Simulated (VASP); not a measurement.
# ZnO (zincite) (P6_3mc) in VASP: settings compared, part 2 of 2

VASP 6.6.1.

### Step 3. Relaxation of cell and atoms, PBE

Input file INCAR:

```
ALGO = Normal
EDIFF = 1E-6
EDIFFG = -0.01
ENCUT = 600
GGA = PE
IBRION = 2
ISIF = 3
ISMEAR = 0
LASPH = True
LCHARG = False
LREAL = False
LWAVE = False
NELM = 80
NSW = 90
PREC = Accurate
SIGMA = 0.03
```

Input file KPOINTS:

```
k-points
0
Gamma
  9 9 5
```

Input file POSCAR:

```
ZnO
1.0
    3.2493080000      0.0000000000      0.0000000000
   -1.6246540000      2.8139832727      0.0000000000
    0.0000000000      0.0000000000      5.2057090000
Zn O
2 2
Direct
    0.3333333333      0.6666666667      0.5000000000
    0.6666666667      0.3333333333      0.0000000000
    0.6666666667      0.3333333333      0.3790100000
    0.3333333333      0.6666666667      0.8790100000
```

Potentials or basis: VASP PAW PBE potentials, release 64 (Zn, O).

On the command line:

```
> cat potpaw_PBE.64/Zn/POTCAR potpaw_PBE.64/O/POTCAR > POTCAR
> mpirun -np 1 vasp_std > vasp.out
```

OUTCAR:

```text
EDIFF = 1E-6
   EDIFFG = -0.01
   ENCUT = 600
   GGA = PE
   IBRION = 2
   ISIF = 3
   ISMEAR = 0
   LASPH = True
   LREAL = False
   NELM = 80
   NSW = 90
   PREC = Accurate

 ion  position               nearest neighbor table
   1  0.333  0.667  0.500-   4 1.97   3 1.98   3 1.98   3 1.98
   2  0.667  0.333  0.000-   3 1.97   4 1.98   4 1.98   4 1.98
   3  0.667  0.333  0.379-   2 1.97   1 1.98   1 1.98   1 1.98
   4  0.333  0.667  0.879-   1 1.97   2 1.98   2 1.98   2 1.98

  LATTYP: Found a hexagonal cell.
 ALAT       =     3.2493080000
 C/A-ratio  =     1.6020977390

  Lattice vectors:

 A1 = (   3.2493080000,   0.0000000000,   0.0000000000)
 A2 = (  -1.6246540000,   2.8139832727,   0.0000000000)
 A3 = (   0.0000000000,   0.0000000000,   5.2057090000)

Analysis of symmetry for initial positions (statically):
=====================================================================
 Subroutine PRICEL returns:
 Original cell was already a primitive cell.

 Routine SETGRP: Setting up the symmetry group for a
 hexagonal supercell.

 Subroutine GETGRP returns: Found 12 space group operations
 (whereof  6 operations were pure point group operations)
 out of a pool of 24 trial point group operations.

The static configuration has the point symmetry C_3v.
 The point group associated with its full space group is C_6v.
[... 280 lines left out ...]

[... ionic steps 4 to 11 ...]

--------------------------------------- Ionic step       12  -------------------------------------------

 number of electron      36.0000014 magnetization

------------------------ aborting loop because EDIFF is reached ----------------------------------------
[... 71 lines left out ...]
--------------------------------------- Ionic step       14  -------------------------------------------

 number of electron      36.0000014 magnetization

 Free energy of the ion-electron system (eV)
  ---------------------------------------------------
  ext. energy  EPLUGINS =         0.00000000
  ---------------------------------------------------
  free energy    TOTEN  =       -17.86201493 eV

  energy without entropy =      -17.86201493  energy(sigma->0) =      -17.86201493

 E-fermi :   1.0008     XC(G=0): -10.6967

 val. band max:        0.8466082974   @ k =   0.0000   0.0000   0.0000
 cond. band min:       1.5681308667   @ k =   0.0000   0.0000   0.0000
 fundamental gap:      0.7215225693
 Fermi energy:         1.0008164105

 k-point     1 :       0.0000    0.0000    0.0000
  band No.  band energies     occupation
      1     -16.9296      2.00000
      2     -16.2693      2.00000
      3      -4.6669      2.00000
      4      -4.6669      2.00000
      5      -4.6244      2.00000
      6      -4.4914      2.00000
[... 589 lines left out ...]
     21       8.5855      0.00000
     22       8.8913      0.00000

 [... further k-points ...]

------------------------ aborting loop because EDIFF is reached ----------------------------------------

  FORCE on cell =-STRESS in cart. coord.  units (eV):
  Direction    XX          YY          ZZ          XY          YZ          ZX
  --------------------------------------------------------------------------------------
  -------------------------------------------------------------------------------------
  Total        0.0130907      0.0130907      0.0292771      0.0000000      0.0000000      0.0000000
  in kB        0.4231073      0.4231073      0.9462751      0.0000000      0.0000000      0.0000000
  external PRESSURE =       0.5974966 kB  Pullay stress =       0.0000000 kB
[... 19 lines left out ...]
  FREE ENERGIE OF THE ION-ELECTRON SYSTEM (eV)
  ---------------------------------------------------
  free  energy   TOTEN  =       -17.8620149279 eV

  energy  without entropy=      -17.8620149279  energy(sigma->0) =      -17.86201493

 reached required accuracy - stopping structural energy minimisation
```

OSZICAR:

```text
N       E                     dE             d eps       ncg     rms          rms(c)
DAV:   1     0.314822201661E+03    0.31482E+03   -0.20700E+04  1592   0.265E+03
DAV:   2     0.124812513968E+02   -0.30234E+03   -0.29210E+03  1692   0.478E+02
DAV:   3    -0.203632455584E+02   -0.32844E+02   -0.32590E+02  1836   0.164E+02
[... 95 lines left out ...]
       N       E                     dE             d eps       ncg     rms          rms(c)
DAV:   1    -0.178620088857E+02   -0.16559E-04   -0.10129E-02  1584   0.860E-01    0.367E-02
DAV:   2    -0.178620174959E+02   -0.86102E-05   -0.30764E-04  1800   0.198E-01    0.156E-02
DAV:   3    -0.178620156002E+02    0.18957E-05   -0.37172E-06  1552   0.459E-02    0.949E-03
DAV:   4    -0.178620149279E+02    0.67235E-06   -0.37468E-06  1430   0.210E-02
  14 F= -.17862015E+02 E0= -.17862015E+02  d E =-.230970E-04
```

CONTCAR:

```text
ZnO
   1.00000000000000
     3.2863600051117148    0.0000000000000000   -0.0000000000000000
    -1.6431800025558574    2.8460712503872134    0.0000000000000000
     0.0000000000000000    0.0000000000000000    5.2998172768221465
  Zn              O
     2     2
Direct
     0.3333333332999970    0.6666666667000030    0.4998171835816887
     0.6666666667000030    0.3333333332999970    0.9998171835816887
     0.6666666667000030    0.3333333332999970    0.3791928164183123
     0.3333333332999970    0.6666666667000030    0.8791928164183123

  0.00000000E+00  0.00000000E+00  0.00000000E+00
  0.00000000E+00  0.00000000E+00  0.00000000E+00
  0.00000000E+00  0.00000000E+00  0.00000000E+00
  0.00000000E+00  0.00000000E+00  0.00000000E+00
```

Run time: 4.9 min. Hardware: 1 thread of Intel Xeon Platinum 8488C (Sapphire Rapids), shared host; peak memory 0.2 GiB.

Results:

| Quantity | Value |
| --- | --- |
| Free energy | -17.8620 eV |
| Relaxed volume | 12.39 Å³/atom |
| Relaxed cell | a = 3.286 Å, b = 3.286 Å, c = 5.300 Å, α = 90.00°, β = 90.00°, γ = 120.00° |
| Space group after relaxing (to 0.05 Å) | P6_3mc (No. 186) |
| Energy gained by relaxing | 8.9 meV/atom |
| Ionic steps | 14 |
| Pressure after relaxing | 0.1 GPa |
| Band gap on the k mesh | 0.72 eV, direct |

Forces on the atoms (eV/Å):
```
Zn   0.000  0.000  0.003
Zn   0.000  0.000  0.003
O    0.000  0.000 -0.003
O    0.000  0.000 -0.003
```

Step by step:
```csv
step,energy change (eV),largest force (eV/Å),pressure (GPa),volume (Å³)
1,0.0000,0.0741,5.83,47.60
2,-0.0270,0.0268,-2.61,50.64
3,-0.0357,0.0011,-0.01,49.59
4,-0.0357,0.0022,-0.06,49.63
5,-0.0357,0.0108,-0.01,49.62
6,-0.0357,0.0152,-0.10,49.62
7,-0.0358,0.0116,-0.01,49.57
8,-0.0357,0.0100,0.08,49.54
9,-0.0357,0.0103,0.14,49.54
10,-0.0358,0.0109,0.11,49.56
11,-0.0358,0.0125,0.00,49.56
12,-0.0358,0.0103,0.12,49.56
13,-0.0358,0.0121,0.06,49.56
14,-0.0358,0.0025,0.06,49.57
```

Final structure:
```
Zn O
1.0
     3.28636    0.00000    0.00000
    -1.64318    2.84607    0.00000
     0.00000    0.00000    5.29982
Zn O
2 2
Direct
  0.33333 0.66667 0.49982
  0.66667 0.33333 0.99982
  0.66667 0.33333 0.37919
  0.33333 0.66667 0.87919
```

PBE gaps usually lie below the measured ones, often by a third to a half. PBE usually gives volumes a little too large and moduli too small.

### Step 4. Relaxation of cell and atoms, PBE

This run uses another cell than the first one, of 12.39 Å³/atom, 1.041 times its volume.

Changes to INCAR since step 3:

```diff
@@ -1,4 +1,4 @@
 ALGO = Normal
-EDIFF = 1E-6
-EDIFFG = -0.01
+EDIFF = 1E-7
+EDIFFG = -0.005
 ENCUT = 600
```

KPOINTS is that of step 3.

Input file POSCAR:

```
ZnO                                     
1.0
    3.2863600051      0.0000000000     -0.0000000000
   -1.6431800026      2.8460712504      0.0000000000
    0.0000000000      0.0000000000      5.2998172768
  Zn              O             
     2     2
Direct
     0.3333333332999970    0.6666666667000030    0.4998171835816887
     0.6666666667000030    0.3333333332999970    0.9998171835816887
     0.6666666667000030    0.3333333332999970    0.3791928164183123
     0.3333333332999970    0.6666666667000030    0.8791928164183123
```

Potentials or basis: VASP PAW PBE potentials, release 64 (Zn, O).

On the command line:

```
> cat potpaw_PBE.64/Zn/POTCAR potpaw_PBE.64/O/POTCAR > POTCAR
> mpirun -np 1 vasp_std > vasp.out
```

OUTCAR:

```text
EDIFF = 1E-7
   EDIFFG = -0.005
   ENCUT = 600
   GGA = PE
   IBRION = 2
   ISIF = 3
   ISMEAR = 0
   LASPH = True
   LREAL = False
   NELM = 80
   NSW = 90
   PREC = Accurate

 ion  position               nearest neighbor table
   1  0.333  0.667  0.500-   3 2.00   3 2.00   3 2.00   4 2.01
   2  0.667  0.333  1.000-   4 2.00   4 2.00   4 2.00   3 2.01
   3  0.667  0.333  0.379-   1 2.00   1 2.00   1 2.00   2 2.01
   4  0.333  0.667  0.879-   2 2.00   2 2.00   2 2.00   1 2.01

  LATTYP: Found a hexagonal cell.
 ALAT       =     3.2863600051
 C/A-ratio  =     1.6126709395

  Lattice vectors:

 A1 = (   3.2863600051,   0.0000000000,   0.0000000000)
 A2 = (  -1.6431800026,   2.8460712504,   0.0000000000)
 A3 = (   0.0000000000,   0.0000000000,   5.2998172768)

Analysis of symmetry for initial positions (statically):
=====================================================================
 Subroutine PRICEL returns:
 Original cell was already a primitive cell.

 Routine SETGRP: Setting up the symmetry group for a
 hexagonal supercell.

 Subroutine GETGRP returns: Found 12 space group operations
 (whereof  6 operations were pure point group operations)
 out of a pool of 24 trial point group operations.

The static configuration has the point symmetry C_3v.
 The point group associated with its full space group is C_6v.

Analysis of symmetry for dynamics (positions and initial velocities):
=====================================================================
 Subroutine PRICEL returns:
 Original cell was already a primitive cell.

 Routine SETGRP: Setting up the symmetry group for a
 hexagonal supercell.

 Subroutine GETGRP returns: Found 12 space group operations
 (whereof  6 operations were pure point group operations)
 out of a pool of 24 trial point group operations.

[... 132 lines left out ...]
   AEXX    =    0.0000 exact exchange contribution
   IVDW    =     0    specifies the selected vdW correction
   LEPSILON=     F    determine dielectric tensor
   LRPA    =     F    only Hartree local field effects (RPA)
 conjugate gradient relaxation of ions
 non-spin polarized calculation
 Gauss-broadening in eV      SIGMA  =   0.03
  energy-cutoff  :      600.00
  volume of cell :       49.57
 maximum number of plane-waves:      1689
 NGX is ok and might be reduce to    28
   NGX = 13   NGY = 13   NGZ = 21

--------------------------------------- Ionic step        1  -------------------------------------------

 number of electron      36.0000014 magnetization

 Free energy of the ion-electron system (eV)
  ---------------------------------------------------
  ext. energy  EPLUGINS =         0.00000000
  ---------------------------------------------------
  free energy    TOTEN  =       -17.86562941 eV

  energy without entropy =      -17.86562941  energy(sigma->0) =      -17.86562941

------------------------ aborting loop because EDIFF is reached ----------------------------------------

  FORCE on cell =-STRESS in cart. coord.  units (eV):
  Direction    XX          YY          ZZ          XY          YZ          ZX
  --------------------------------------------------------------------------------------
  -------------------------------------------------------------------------------------
  Total        0.0099752      0.0099752      0.0251718     -0.0000000     -0.0000000      0.0000000
  in kB        0.3224121      0.3224121      0.8135837     -0.0000000     -0.0000000      0.0000000
  external PRESSURE =       0.4861360 kB  Pullay stress =       0.0000000 kB
[... 63 lines left out ...]
--------------------------------------- Ionic step        3  -------------------------------------------

 number of electron      36.0000014 magnetization

 Free energy of the ion-electron system (eV)
  ---------------------------------------------------
  ext. energy  EPLUGINS =         0.00000000
  ---------------------------------------------------
  free energy    TOTEN  =       -17.86563045 eV

  energy without entropy =      -17.86563045  energy(sigma->0) =      -17.86563045

 E-fermi :   0.9994     XC(G=0): -10.6956

 val. band max:        0.8447122387   @ k =   0.0000   0.0000   0.0000
 cond. band min:       1.5659928918   @ k =   0.0000   0.0000   0.0000
 fundamental gap:      0.7212806531
 Fermi energy:         0.9994311832

 k-point     1 :       0.0000    0.0000    0.0000
  band No.  band energies     occupation
      1     -16.9299      2.00000
      2     -16.2699      2.00000
      3      -4.6677      2.00000
      4      -4.6677      2.00000
      5      -4.6254      2.00000
      6      -4.4922      2.00000
[... 589 lines left out ...]
     21       8.5832      0.00000
     22       8.8892      0.00000

 [... further k-points ...]

------------------------ aborting loop because EDIFF is reached ----------------------------------------

  FORCE on cell =-STRESS in cart. coord.  units (eV):
  Direction    XX          YY          ZZ          XY          YZ          ZX
  --------------------------------------------------------------------------------------
  -------------------------------------------------------------------------------------
  Total       -0.0142992     -0.0142992     -0.0002085      0.0000000      0.0000000      0.0000000
  in kB       -0.4620780     -0.4620780     -0.0067371      0.0000000      0.0000000      0.0000000
  external PRESSURE =      -0.3102977 kB  Pullay stress =       0.0000000 kB
[... 19 lines left out ...]
  FREE ENERGIE OF THE ION-ELECTRON SYSTEM (eV)
  ---------------------------------------------------
  free  energy   TOTEN  =       -17.8656304456 eV

  energy  without entropy=      -17.8656304456  energy(sigma->0) =      -17.86563045

 reached required accuracy - stopping structural energy minimisation
```

CONTCAR:

```text
ZnO
   1.00000000000000
     3.2865007065097953   -0.0000000000000025    0.0000000000000000
    -1.6432503533049021    2.8461931013952326    0.0000000000000000
     0.0000000000000000   -0.0000000000000000    5.3003898554595574
  Zn              O
     2     2
Direct
     0.3333333332999970    0.6666666667000030    0.4998270072482157
     0.6666666667000030    0.3333333332999970    0.9998270072482157
     0.6666666667000030    0.3333333332999970    0.3791829927517852
     0.3333333332999970    0.6666666667000030    0.8791829927517852

  0.00000000E+00  0.00000000E+00  0.00000000E+00
  0.00000000E+00  0.00000000E+00  0.00000000E+00
  0.00000000E+00  0.00000000E+00  0.00000000E+00
  0.00000000E+00  0.00000000E+00  0.00000000E+00
```

It took 1.8 min on 1 thread of Intel Xeon Platinum 8488C (Sapphire Rapids), shared host; peak memory 0.2 GiB.

What came out:

```yaml
Free_energy: -17.8656 eV
Relaxed_volume: 12.39 Å³/atom
Relaxed_cell: a = 3.287 Å, b = 3.287 Å, c = 5.300 Å, α = 90.00°, β = 90.00°, γ = 120.00°
Space_group_after_relaxing_to_0.05_Å: P6_3mc (No. 186)
Energy_gained_by_relaxing: 0.0 meV/atom
Ionic_steps: 3
Pressure_after_relaxing: 0.0 GPa
Band_gap_on_the_k_mesh: 0.72 eV, direct
```

Forces in eV/Å, atoms in the order of the input:
```
Zn   0.000  0.000  0.003
Zn   0.000  0.000  0.003
O    0.000  0.000 -0.003
O    0.000  0.000 -0.003
```

Final structure:
```xyz
4
Lattice="3.2865 0.0000 0.0000 -1.6433 2.8462 0.0000 0.0000 0.0000 5.3004" Properties=species:S:1:pos:R:3 pbc="T T T"
Zn    0.0000    1.8975    2.6493
Zn    1.6433    0.9487    5.2995
O     1.6433    0.9487    2.0098
O     0.0000    1.8975    4.6600
```

As with any semilocal functional, this PBE gap is likely too small.
